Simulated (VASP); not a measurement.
# BN (F-43m) in VASP: a series of runs

The runs below take BN through single point, with r2SCAN.

Program: VASP 6.6.1. These are calculated values, not measurements. Logs are shortened: lines on timing, memory, paths and dates and some standing lists are left out, and cuts for length are marked.

## Step 1: The cell of the first run

The structure is cubic, space group F-43m (No. 216). The conventional cell has a = 3.610 Å, b = 3.610 Å, c = 3.610 Å, α = 90.00°, β = 90.00°, γ = 90.00°. B (site symmetry -43m) has 4 N at 1.56 Å as nearest neighbours. Around N (site symmetry -43m) lie 4 B at 1.56 Å.

The cell is a database's computed one.

## Step 2: Single point, r2SCAN (cell sheared at random, sigma 0.01, atoms nudged by 0.01 Å; relaxed back)

Input file POSCAR:

```
BN
1.0
    3.6095188338     -0.0001554692     -0.0000759186
    0.0001541749     -3.6097246478     -0.0001691300
    0.0000771990     -0.0001717100     -3.6096582899
B N
4 4
Direct
   -0.0000067254      0.0000195823     -0.0000125231
    0.4999916033      0.4999797913      0.0000202674
    0.5000320054      0.0000031309      0.4999678239
    0.0000091009      0.5000405691      0.5000233147
    0.7500152012      0.7499844549      0.7499764369
    0.2499918453      0.2499952391      0.7500159806
    0.2500078505      0.7499885225      0.2499976428
    0.7499591189      0.2499887099      0.2500110568
```

Input file INCAR.step1:

```
PREC     = Accurate       # precision mode
ENCUT    = 520            # plane-wave cutoff, eV
ISMEAR   = 0              # smearing method
SIGMA    = 0.05           # smearing width, eV
LREAL    = F              # projectors in reciprocal space
LASPH    = T              # aspherical terms in the spheres
NELM     = 100            # most SCF steps
NBANDS   = 26             # bands
GGA      = PE             # functional
ALGO     = Normal         # electronic algorithm
EDIFF    = 1E-4           # SCF threshold, eV
LWAVE    = T              # write WAVECAR
LCHARG   = F              # write CHGCAR
```

Input file INCAR.step2:

```
PREC     = Accurate       # precision mode
ENCUT    = 520            # plane-wave cutoff, eV
EDIFF    = 1E-6           # SCF threshold, eV
ISMEAR   = 0              # smearing method
SIGMA    = 0.05           # smearing width, eV
LREAL    = F              # projectors in reciprocal space
LASPH    = T              # aspherical terms in the spheres
NELM     = 100            # most SCF steps
ALGO     = Normal         # electronic algorithm
ISIF     = 2              # what is computed and relaxed
LWAVE    = F              # write WAVECAR
LCHARG   = F              # write CHGCAR
METAGGA  = R2SCAN         # meta-GGA
LMIXTAU  = T            
NBANDS   = 26             # bands
ISTART   = 1
```

Input file KPOINTS:

```
Automatic mesh
0
Gamma
  6 6 6
```

Potentials or basis: VASP PAW PBE potentials, release 64 (B, N).

Run with:

```sh
> cat potpaw_PBE.64/B/POTCAR potpaw_PBE.64/N/POTCAR > POTCAR
> cp INCAR.step1 INCAR
> mpirun -np 1 vasp_std > vasp.out
> cp INCAR.step2 INCAR
> mpirun -np 1 vasp_std > vasp.out
```

OUTCAR:

```text
PREC = Accurate
   ENCUT = 520
   EDIFF = 1E-6
   ISMEAR = 0
   LREAL = F
   LASPH = T
   NELM = 100
   ISIF = 2
   METAGGA = R2SCAN
   ISTART = 1

 ion  position               nearest neighbor table
   1  1.000  0.000  1.000-   6 1.56   8 1.56   7 1.56   5 1.56
   2  0.500  0.500  0.000-   8 1.56   7 1.56   6 1.56   5 1.56
   3  0.500  0.000  0.500-   8 1.56   5 1.56   7 1.56   6 1.56
   4  0.000  0.500  0.500-   5 1.56   7 1.56   6 1.56   8 1.56
   5  0.750  0.750  0.750-   4 1.56   3 1.56   2 1.56   1 1.56
   6  0.250  0.250  0.750-   1 1.56   4 1.56   2 1.56   3 1.56
   7  0.250  0.750  0.250-   4 1.56   2 1.56   1 1.56   3 1.56
   8  0.750  0.250  0.250-   3 1.56   2 1.56   1 1.56   4 1.56

  LATTYP: Found a base centered monoclinic cell.
 ALAT       =    15.3141233391
 B/A-ratio  =     0.3333276555
 C/A-ratio  =     0.2357121315
 COS(beta)  =    -0.9428060504

  Lattice vectors:

 A1 = (  -0.0002311508,   7.2192775856,  -3.6093200299)
 A2 = (   3.6092104840,   7.2192938264,   0.0002623414)
 A3 = (   0.0001541749,  -3.6097246478,  -0.0001691300)

Analysis of symmetry for initial positions (statically):
=====================================================================
 Subroutine PRICEL returns:
 Original cell was already a primitive cell.

 Routine SETGRP: Setting up the symmetry group for a
 base centered monoclinic supercell.

 Subroutine GETGRP returns: Found  1 space group operations
 (whereof  1 operations were pure point group operations)
 out of a pool of  4 trial point group operations.

The static configuration has the point symmetry C_1 .

Analysis of symmetry for dynamics (positions and initial velocities):
=====================================================================
 Subroutine PRICEL returns:
 Original cell was already a primitive cell.

 Routine SETGRP: Setting up the symmetry group for a
 base centered monoclinic supercell.

 Subroutine GETGRP returns: Found  1 space group operations
 (whereof  1 operations were pure point group operations)
 out of a pool of  4 trial point group operations.

The dynamic configuration has the point symmetry C_1 .

 Subroutine INISYM returns: Found  1 space group operations
 (whereof  1 operations are pure point group operations),
 and found     1 'primitive' translations

[... 105 lines left out ...]
   NELM   =    100;   NELMIN=  2; NELMDL=  0     # of ELM steps
   EDIFF  = 0.1E-05   stopping-criterion for ELM
   LREAL  =      F    real-space projection
[... 7 lines left out ...]
   TEBEG  =    0.0;   TEEND  =   0.0 temperature during run
   PSTRESS=    0.0 pullay stress
   NELECT =      32.0000    total number of electrons
   NUPDOWN=      -1.0000    fix difference up-down
   EMIN   =  10.00;   EMAX   =-10.00  energy-range for DOS
   EFERMI =   0.00;   METHOD = LEGACY
   ISMEAR =     0;   SIGMA  =   0.05  broadening in eV -4-tet -1-fermi 0-gaus
   EFERMI_NEDOS =   21; number of points for ismear=-14 and -15
   IALGO  =     38    algorithm
   IMIX   =      4    mixing-type and parameters
     AMIX     =   0.40;   BMIX     =  1.00
     AMIX_MAG =   1.60;   BMIX_MAG =  1.00
  volume/ion in A,a.u.               =       5.88        39.67
  Fermi-wavevector in a.u.,A,eV,Ry     =   1.439887  2.720991 28.208603  2.073274
  Thomas-Fermi vector in A             =   2.558692
   LORBIT       =      0    0 simple, 1 ext, 2 COOP (PROOUT), +10 PAW based schemes
   METAGGA = R2SCAN    functional components
   LHFCALC =     F    Hartree Fock is set to
   AEXX    =    0.0000 exact exchange contribution
   IVDW    =     0    specifies the selected vdW correction
   LEPSILON=     F    determine dielectric tensor
   LRPA    =     F    only Hartree local field effects (RPA)
 non-spin polarized calculation
 Gauss-broadening in eV      SIGMA  =   0.05
  energy-cutoff  :      520.00
  volume of cell :       47.03
 maximum number of plane-waves:      1328
   NGX = 13   NGY = 13   NGZ = 13

 number of electron      31.9999998 magnetization

 Free energy of the ion-electron system (eV)
  ---------------------------------------------------
  ext. energy  EPLUGINS =         0.00000000
  ---------------------------------------------------
  free energy    TOTEN  =       -76.68626601 eV

  energy without entropy =      -76.68626601  energy(sigma->0) =      -76.68626601

 E-fermi :   7.5734     XC(G=0): -13.6699

 val. band max:        7.2981982860   @ k =   0.0000   0.0000   0.0000
 cond. band min:      12.2783887133   @ k =   0.0000   0.0000   0.0000
 fundamental gap:      4.9801904274
 Fermi energy:         7.5734408186

 k-point     1 :       0.0000    0.0000    0.0000
  band No.  band energies     occupation
      1     -14.0456      2.00000
      2      -8.3029      2.00000
      3      -8.3024      2.00000
      4      -8.3020      2.00000
      5      -2.0520      2.00000
      6      -2.0517      2.00000
[... 685 lines left out ...]
     25      21.1529      0.00000
     26      21.1547      0.00000

 [... further k-points ...]

------------------------ aborting loop because EDIFF is reached ----------------------------------------

  FORCE on cell =-STRESS in cart. coord.  units (eV):
  Direction    XX          YY          ZZ          XY          YZ          ZX
  --------------------------------------------------------------------------------------
  -------------------------------------------------------------------------------------
  Total        0.3417421      0.3308732      0.3343769      0.0118812     -0.0132860      0.0062084
  in kB       11.6417842     11.2715254     11.3908812      0.4047461     -0.4526011      0.2114950
  external PRESSURE =      11.4347302 kB  Pullay stress =       0.0000000 kB

 VOLUME and BASIS-vectors are now :
 -----------------------------------------------------------------------------
  energy-cutoff  :      520.00
  volume of cell :       47.03
      direct lattice vectors                 reciprocal lattice vectors
     3.609518834 -0.000155469 -0.000075919     0.277045237  0.000011833  0.000005925
     0.000154175 -3.609724648 -0.000169130    -0.000011932 -0.277029442  0.000013178
     0.000077199 -0.000171710 -3.609658290    -0.000005826  0.000012980 -0.277034534

 POSITION                                       TOTAL-FORCE (eV/Angst)
 -----------------------------------------------------------------------------------
      3.60957     -0.00040     -3.60969         0.000233      0.002755     -0.001068
      1.80481     -1.80487     -0.00020        -0.000047     -0.001441      0.002781
      1.80491     -0.00017     -1.80475        -0.004539      0.001377     -0.003903
      0.00015     -1.80509     -1.80500        -0.000636      0.005104      0.002347
      2.70737     -2.70748     -2.70734        -0.001805     -0.002534     -0.003917
      0.90245     -0.90258     -2.70736         0.001267     -0.000522      0.002241
      0.90254     -2.70733     -0.90255        -0.001259     -0.002440      0.000250
      2.70705     -0.90255     -0.90255         0.006786     -0.002299      0.001271
 -----------------------------------------------------------------------------------
    total drift:                                0.000003      0.000001      0.000004

  FREE ENERGIE OF THE ION-ELECTRON SYSTEM (eV)
  ---------------------------------------------------
  free  energy   TOTEN  =       -76.6862660104 eV

  energy  without entropy=      -76.6862660104  energy(sigma->0) =      -76.68626601
```

OUTCAR.step1:

```text
PREC = Accurate
   ENCUT = 520
   ISMEAR = 0
   LREAL = F
[... 944 lines left out ...]
      2.70737     -2.70748     -2.70734        -0.001770     -0.002579     -0.003995
      0.90245     -0.90258     -2.70736         0.001418     -0.000497      0.002213
      0.90254     -2.70733     -0.90255        -0.001119     -0.002525      0.000209
      2.70705     -0.90255     -0.90255         0.006867     -0.002360      0.001083
 -----------------------------------------------------------------------------------
    total drift:                               -0.000007      0.000065      0.000068

  FREE ENERGIE OF THE ION-ELECTRON SYSTEM (eV)
  ---------------------------------------------------
  free  energy   TOTEN  =       -69.7933974476 eV

  energy  without entropy=      -69.7933974476  energy(sigma->0) =      -69.79339745
```

Run time: 4.5 min. Hardware: 1 thread of Intel Xeon Platinum 8488C (Sapphire Rapids), shared host; peak memory 0.23 GiB.

What came out:

```yaml
Free_energy: -76.6863 eV
Pressure: 1.1 GPa
Band_gap_on_the_k_mesh: 4.98 eV
```

Levels at points of the mesh, in eV from the valence-band top:
```
           k point  band 14  band 15  band 16  band 17  band 18  band 19
(0.00, 0.00, 0.00)     0.00     0.00     0.00     4.98     4.98     4.98
(0.50, 0.00, 0.00)    -3.14    -3.14    -3.14     7.43     7.43    10.35
(0.00, 0.00, 0.50)    -3.14    -3.14    -3.14     7.43     7.43    10.35
(0.00, 0.50, 0.00)    -3.14    -3.14    -3.14     7.43     7.43    10.35
(0.50, 0.50, 0.00)    -2.18    -2.18    -2.18    10.46    10.46    10.46
(0.00, 0.50, 0.50)    -2.18    -2.18    -2.18    10.46    10.46    10.46
(0.50, 0.00, 0.50)    -2.18    -2.18    -2.18    10.46    10.46    10.46
(0.50, 0.50, 0.50)    -2.02    -2.02    -2.02    10.84    10.85    10.85
```

Caveat: the PAW data sets were made with another functional, which shifts forces and pressure a little.

## Step 3: Single point, r2SCAN (cell sheared at random, sigma 0.01, atoms nudged by 0.01 Å)

Input file POSCAR:

```
BN
1.0
    3.6444308639      0.0181063238     -0.0129478976
   -0.0181063238     -3.5833194123     -0.0427755683
    0.0129478976     -0.0427755683     -3.6011322565
B N
4 4
Direct
   -0.0025513915      0.0010318686      0.0032424440
    0.5054528565      0.5026515159      0.0008359226
    0.5032802948     -0.0007318217      0.5022242796
    0.0010166058      0.4980590832      0.4989163641
    0.7481973466      0.7486959897      0.7476760998
    0.2496975563      0.2479610430      0.7468038966
    0.2465070388      0.7500133621      0.2483282014
    0.7483996928      0.2523189593      0.2519727919
```

Input file INCAR.step1:

```
PREC = Accurate ; ENCUT = 520
ISMEAR = 0 ; SIGMA = 0.05
LREAL = F ; LASPH = T
NELM = 100 ; NBANDS = 26
GGA = PE ; ALGO = Normal
EDIFF = 1E-4 ; LWAVE = T
LCHARG = F
```

Input file INCAR.step2:

```
PREC = Accurate ; ENCUT = 520
EDIFF = 1E-6 ; ISMEAR = 0
SIGMA = 0.05 ; LREAL = F
LASPH = T ; NELM = 100
ALGO = Normal ; ISIF = 2
LWAVE = F ; LCHARG = F
METAGGA = R2SCAN ; LMIXTAU = T
NBANDS = 26 ; ISTART = 1
```

KPOINTS is that of step 2.

Potentials or basis: VASP PAW PBE potentials, release 64 (B, N).

Run with:

```sh
> cat potpaw_PBE.64/B/POTCAR potpaw_PBE.64/N/POTCAR > POTCAR
> cp INCAR.step1 INCAR
> mpirun -np 1 vasp_std > vasp.out
> cp INCAR.step2 INCAR
> mpirun -np 1 vasp_std > vasp.out
```

It took 4.3 min on 1 thread of AMD EPYC 9R45 (Zen 5), shared host; peak memory 0.2 GiB.

It converged, with:

```yaml
Free_energy: -76.5847 eV
Pressure: 1.8 GPa
Largest_force: 1.022 eV/Å
Band_gap_on_the_k_mesh: 4.57 eV
```

Forces in eV/Å, atoms in the order of the input:
```
B    0.304  0.052  0.469
B   -0.960  0.302  0.179
B   -0.734 -0.025  0.242
B    0.046 -0.127 -0.126
N    0.432 -0.209 -0.357
N    0.119 -0.201 -0.568
N    0.541 -0.063 -0.118
N    0.252  0.272  0.277
```

Stress tensor (GPa, compression positive):
```
 -4.68  -4.86   3.26
 -4.86   6.67 -11.55
  3.26 -11.55   3.55
```

Levels at points of the mesh, in eV from the valence-band top:
| k point | band 13 | band 14 | band 15 | band 16 | band 17 | band 18 | band 19 | band 20 |
| --- | --- | --- | --- | --- | --- | --- | --- | --- |
| (0.00, 0.00, 0.00) | -4.97 | -0.31 | -0.16 | 0.00 | 4.57 | 4.89 | 4.99 | 8.95 |
| (0.50, 0.00, 0.00) | -3.44 | -3.22 | -3.16 | -2.95 | 7.32 | 7.41 | 9.90 | 10.13 |
| (0.00, 0.50, 0.00) | -3.41 | -3.39 | -3.30 | -3.30 | 7.19 | 7.20 | 10.29 | 10.31 |
| (0.50, 0.50, 0.00) | -2.50 | -2.46 | -2.31 | -2.16 | 10.07 | 10.08 | 10.36 | 10.39 |
| (0.00, 0.00, 0.50) | -3.49 | -3.40 | -3.24 | -3.08 | 7.23 | 7.26 | 10.18 | 10.26 |
| (0.50, 0.00, 0.50) | -2.50 | -2.47 | -2.38 | -2.34 | 9.95 | 10.07 | 10.17 | 10.28 |
| (0.00, 0.50, 0.50) | -2.36 | -2.32 | -2.08 | -2.05 | 10.26 | 10.38 | 10.65 | 10.76 |
| (0.50, 0.50, 0.50) | -2.17 | -2.05 | -1.93 | -1.84 | 10.26 | 10.34 | 10.37 | 10.62 |

Caveat: the PAW data sets were made with another functional, which shifts forces and pressure a little.
